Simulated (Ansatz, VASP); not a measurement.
## One calculation of Na, two programs

```xyz
1
Lattice="-2.0983 2.0983 2.0983 2.0983 -2.0983 2.0983 2.0983 2.0983 -2.0983" Properties=species:S:1:pos:R:3 pbc="T T T"
Na    0.0000    0.0000    0.0000
```

Alike in both runs: functional PBE; k mesh 14 × 14 × 14; occupations gaussian, width 0.1 eV; no spin polarisation.

Ansatz relaxed the structure, and its values are those at the end. VASP's run is a single point on that final structure, the one shown.

|  | VASP | Ansatz |
| --- | --- | --- |
| version | VASP 6.6.1 | Ansatz 0.2.0 |
| potentials or method | VASP PAW PBE potentials, release 64 (Na_pv) | scalar-relativistic, plane waves, PAW |
| plane-wave cutoff (eV) | 520 | 420 |
| valence electrons in the cell | 7 | 9 |

```csv
,VASP,Ansatz,Ansatz less VASP
gap on the k mesh at the Fermi level (eV),none,none,-
pressure (GPa),0.0,0.0,0.00
```

A gap of «none» marks a metal or a gap that the smearing closes. The two sets of potentials don't hold the same shells in valence.
